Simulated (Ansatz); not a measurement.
# Cost and result for the equilibrium volume of PtS2

```cif
data_structure
_symmetry_space_group_name_H-M 'P-3m1'
_symmetry_Int_Tables_number 164
_cell_length_a 3.5432
_cell_length_b 3.5432
_cell_length_c 5.0388
_cell_angle_alpha 90.000
_cell_angle_beta 90.000
_cell_angle_gamma 120.000
_cell_volume 54.78
loop_
_atom_site_label
_atom_site_type_symbol
_atom_site_symmetry_multiplicity
_atom_site_Wyckoff_symbol
_atom_site_fract_x
_atom_site_fract_y
_atom_site_fract_z
_atom_site_occupancy
Pt1 Pt 1 a 0.00000 0.00000 0.00000 1
S1 S 2 d 0.66667 0.33333 0.77300 1
```

| rung | level | program and potentials | cutoff (eV) | k mesh | smearing | core time | chip | equilibrium volume (Å³/atom) | notes |
| --- | --- | --- | --- | --- | --- | --- | --- | --- | --- |
| GGA + dispersion | PBE+D3(BJ) | Ansatz, Ansatz PAW | 420 | 9 × 9 × 5 | fermi-dirac 0.05 | 21 s | Intel Xeon | 17.27 | - |
| GGA | PBEsol | Ansatz, Ansatz PAW | 420 | 9 × 9 × 5 | fermi-dirac 0.05 | 22 s | Arm Neoverse V1 | 17.52 | potentials made for PBE, which Ansatz adapts in part |
| GGA + dispersion | PBE+D4 | Ansatz, Ansatz PAW | 420 | 9 × 9 × 5 | fermi-dirac 0.05 | 23 s | Intel Xeon | 17.36 | - |
| GGA + dispersion | revPBE+D3(BJ) | Ansatz, Ansatz PAW | 420 | 9 × 9 × 5 | fermi-dirac 0.05 | 24 s | Intel Xeon | 16.42 | potentials made for PBE, which Ansatz adapts in part |
| GGA + dispersion | revPBE+D4 | Ansatz, Ansatz PAW | 420 | 9 × 9 × 5 | fermi-dirac 0.05 | 24 s | Intel Xeon | (a) | potentials made for PBE, which Ansatz adapts in part |
| GGA + dispersion | PBEsol+D3(BJ) | Ansatz, Ansatz PAW | 420 | 9 × 9 × 5 | fermi-dirac 0.05 | 25 s | Intel Xeon | 16.07 | potentials made for PBE, which Ansatz adapts in part |
| GGA + dispersion | PBEsol+D4 | Ansatz, Ansatz PAW | 420 | 9 × 9 × 5 | fermi-dirac 0.05 | 26 s | Intel Xeon | (b) | potentials made for PBE, which Ansatz adapts in part |
| GGA + dispersion | RPBE+D4 | Ansatz, Ansatz PAW | 420 | 9 × 9 × 5 | fermi-dirac 0.05 | 28 s | Intel Xeon | 16.34 | potentials made for PBE, which Ansatz adapts in part |

Times are single runs on shared hosts and different chips, so they are rough; meshes, cutoffs and the tasks' sizes weigh on the time. Task: relaxation of cell and atoms. All rows: no spin polarisation. Smearing widths are in eV. Meshes are those of the run's cell of 3 atoms unless a note names another. Relaxations start from the cell shown or near it and stop with a little pressure left. Runs on faulty files, with rough fits or with known faults for this quantity aren't shown. No row holds spin-orbit coupling.

Task: Estimate the values left out from the other rows.

Result: (a) 16.55 Å³/atom; (b) 16.44 Å³/atom.
